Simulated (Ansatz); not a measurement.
A generator proposed this cell of Si.

Space group P6_3/mmc (No. 194). a = 4.712 Å, b = 4.712 Å, c = 8.328 Å, α = 90.00°, β = 90.00°, γ = 120.00°
```
atom  site  symmetry       x       y       z
  Si    2b      -6m2  0.0000  0.0000  0.2500
  Si    4f       3m. 0.3333  0.6667  0.5823
  Si    2c      -6m2  0.3333  0.6667  0.2500
```

Method: DFT PBE, scalar-relativistic, plane waves, PAW in Ansatz 0.2.0. Plane waves to 420 eV, a k mesh through Γ of 6×6×2 on the computed 8-atom cell and Gaussian smearing (0.10 eV); no spin polarisation.

Energies count from the standard state of Si at the same level.

Problem. Estimate its pressure, forces and energy as it stands.

Solution. The pressure is -12.3 GPa (the mean over three directions, positive in compression), the largest force is 0.13 eV/Å, and the energy is +0.81 eV/atom against the standard state. The shortest distance is 2.72 Å.

Problem. Is it a good guess?

Solution. A rough one: relaxing gains about 0.27 eV/atom (the start's value is from the coarse mesh, so the gain is rough) in 27 ionic steps and ends at +0.55 eV/atom on the finer mesh. The symmetry stays P6_3/mmc (No. 194). The volume per atom shrinks by 15.6 %, from 20.0 to 16.9 Å³. The shortest distance goes from 2.72 Å (Si–Si) to 2.31 Å (Si–Si). The ratio c/a of the conventional cell changes by a factor of 1.39. Conventional cell: a = 3.994 Å, c = 9.788 Å. Around Si on a site of symmetry -6m2 lie 3 Si at 2.31 Å and 6 Si at 3.05 Å; around Si on a site of symmetry 3m lie 3 Si at 2.47 Å, 1 Si at 2.90 Å and 6 Si at 3.05 Å; Si on a second site of symmetry -6m2 is surrounded by 3 Si at 2.31 Å, 2 Si at 2.90 Å and 6 Si at 3.05 Å.

The last run used a 12×12×4 mesh (in the run's order of axes) for its 8-atom cell and Gaussian smearing of 0.10 eV. No dispersion correction is applied, so the spacing and binding between layers, chains or molecules are poorly described. The relaxation can't lower the symmetry of the start, and the grade says only how near the guess is to its own end. A structure relaxed within its symmetry needn't be a true minimum. Another cell of Si relaxed alike, in P6/mmm, lies 240 meV/atom lower, so this cell isn't the stable form at this level.
